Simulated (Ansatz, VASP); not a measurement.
# Na in VASP and in Ansatz

```
Na
1.0
     3.70038    0.00000    0.00000
    -1.85019    3.20463    0.00000
     0.00000    0.00000   12.66269
Na
4
Direct
  0.66667 0.33333 0.75000
  0.00000 0.00000 0.50000
  0.33333 0.66667 0.25000
  0.00000 0.00000 0.00000
```

This isn't the form of Na at room conditions, which is bcc.

Alike in both runs: task single point; functional PBEsol; k mesh 7 × 7 × 2; occupations fermi-dirac, width 0.05 eV; no spin polarisation.

```csv
,VASP,Ansatz
version,VASP 6.6.1,Ansatz 0.2.0
potentials or method,"VASP PAW PBE potentials, release 64 (Na_pv)",Ansatz PAW
plane-wave cutoff (eV),520,420
valence electrons in the cell,28,36
```

```tsv
	VASP	Ansatz	Ansatz less VASP
gap on the k mesh at the Fermi level (eV)	none	none	-
pressure (GPa)	-0.2	-0.2	0.00
largest component of the traceless stress (GPa)	0.38	0.38	-0.002
```

A gap of «none» marks a metal or a gap that the smearing closes. The two sets of potentials don't hold the same shells in valence.

Caveats: the PAW data sets were made with another functional, which shifts forces and pressure a little (VASP); the PAW data sets come from PBE, with cores solved anew for the run's functional, which leaves a small shift of forces and pressure (Ansatz).
